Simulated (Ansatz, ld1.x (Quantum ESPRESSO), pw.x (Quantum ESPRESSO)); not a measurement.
**What a changed setting does to a pw.x run (diamond Al)**

Potential: norm-conserving Troullier–Martins (Kleinman–Bylander form), ld1.x (Quantum ESPRESSO) 7.5, PBE; core [Ne], reference 3s2 3p1; waves: 3p (bound): rc 2.30 bohr; 3d channel at 0.35 Ry: rc 1.85 bohr; 3s (bound): rc 2.35 bohr; local part: the s channel; core correction: Bessel-smoothed model core inside 1.95 bohr.

The reference run (k-mesh 8³, cutoffs 50/200 Ry, Fermi–Dirac 0.01 Ry, mixing_beta 0.4, conv_thr 1e-9, no spin) gives -0.30 GPa at 27.707 Å³/atom, where all-electron LAPW gives -0.02 GPa. This run, with its own iteration cap, changes input_dft to sla+noc, a wrong or extreme entry chosen on purpose.

```
&control
  calculation='scf', prefix='x', pseudo_dir='./', outdir='./tmp', tstress=.true., disk_io='none'
/
&system
  ibrav=0, nat=2, ntyp=1, ecutwfc=50, ecutrho=200, nbnd=10,
  occupations='smearing', smearing='fd', degauss=0.01, input_dft='sla+noc'
/
&electrons
  conv_thr=1e-09, mixing_beta=0.4, electron_maxstep=70
/
ATOMIC_SPECIES
Al 1.0 Al.UPF
CELL_PARAMETERS angstrom
  0.00000000 3.02595990 3.02595990
  3.02595990 0.00000000 3.02595990
  3.02595990 3.02595990 0.00000000
ATOMIC_POSITIONS crystal
Al 0.0000 0.0000 0.0000
Al 0.2500 0.2500 0.2500
K_POINTS automatic
8 8 8 0 0 0
```

```bash
pw.x < Al.scf.in > Al.scf.out
```

Problem. How does the run end?

Solution. It converges in 7 iterations; the free energy moves by +4.61 eV/atom and the pressure by +1.90 GPa. The functional is no longer that of the file, so the result is not meaningful.

```
Exchange-correlation= SLA+NOC
     Message from routine setup:
     using ibrav=0 with symmetry is DISCOURAGED, use correct ibrav instead
     lattice parameter (alat)  =       8.0868  a.u.
     unit-cell volume          =     373.9522 (a.u.)^3
     number of electrons       =         6.00
     number of Kohn-Sham states=           10
     kinetic-energy cutoff     =      50.0000  Ry
     charge density cutoff     =     200.0000  Ry
     scf convergence threshold =      1.0E-09
     Exchange-correlation= SLA+NOC
     number of k points=    29  Fermi-Dirac smearing, width (Ry)=  0.0100
     iteration #  1     ecut=    50.00 Ry     beta= 0.40
     total energy              =      -8.56717686 Ry
     estimated scf accuracy    <       0.00821178 Ry
     iteration #  2     ecut=    50.00 Ry     beta= 0.40
     total energy              =      -8.56670404 Ry
     estimated scf accuracy    <       0.00289834 Ry
     iteration #  3     ecut=    50.00 Ry     beta= 0.40
     total energy              =      -8.56672410 Ry
     estimated scf accuracy    <       0.00000047 Ry
     iteration #  4     ecut=    50.00 Ry     beta= 0.40
     total energy              =      -8.56672494 Ry
     estimated scf accuracy    <       0.00000009 Ry
     iteration #  5     ecut=    50.00 Ry     beta= 0.40
     total energy              =      -8.56672495 Ry
     estimated scf accuracy    <          5.6E-09 Ry
     iteration #  6     ecut=    50.00 Ry     beta= 0.40
     total energy              =      -8.56672495 Ry
     estimated scf accuracy    <          1.9E-09 Ry
     iteration #  7     ecut=    50.00 Ry     beta= 0.40
     the Fermi energy is     3.9703 ev
!    total energy              =      -8.56672495 Ry
     estimated scf accuracy    <          2.8E-12 Ry
     smearing contrib. (-TS)   =      -0.00685456 Ry
     The total energy is F=E-TS. E is the sum of the following terms:
     one-electron contribution =       2.96209285 Ry
     hartree contribution      =       0.38343026 Ry
     xc contribution           =      -3.42704685 Ry
     ewald contribution        =      -8.47834666 Ry
     convergence has been achieved in   7 iterations
          total   stress  (Ry/bohr**3)                   (kbar)     P=       16.04
     Message from routine punch:
     Nothing written, as per user request (disk_io='none')
```

The run took about 8.7 s on one core of a shared host (Neoverse-V1, 32 threads, 247 GiB, load 14).
